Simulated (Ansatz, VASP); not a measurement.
**LiF in VASP and in Ansatz**

```xyz
2
Lattice="0.0000 2.0547 1.9580 2.0547 0.0000 1.9580 2.0547 2.0547 0.0000" Properties=species:S:1:pos:R:3 pbc="T T T"
Li    0.0000    0.0000    0.0000
F     2.0547    2.0547    1.9580
```

Change from the starting cell: epitaxial_xy strain +3.0%.

Alike in both runs: task single point; functional PBE; k mesh 10 × 10 × 10; occupations fermi-dirac, width 0.02 eV; no spin polarisation.

|  | VASP | Ansatz |
| --- | --- | --- |
| version | VASP 6.6.1 | Ansatz 0.2.0 |
| potentials or method | VASP PAW PBE potentials, release 64 (Li_sv, F) | plane waves, PAW |
| plane-wave cutoff (eV) | 520 | 420 |
| valence electrons in the cell | 10 | 10 |

|  | VASP | Ansatz | Ansatz less VASP |
| --- | --- | --- | --- |
| gap on the k mesh at the Fermi level (eV) | 8.94 | 8.94 | 0.000 |

 A k mesh can miss the band edges.
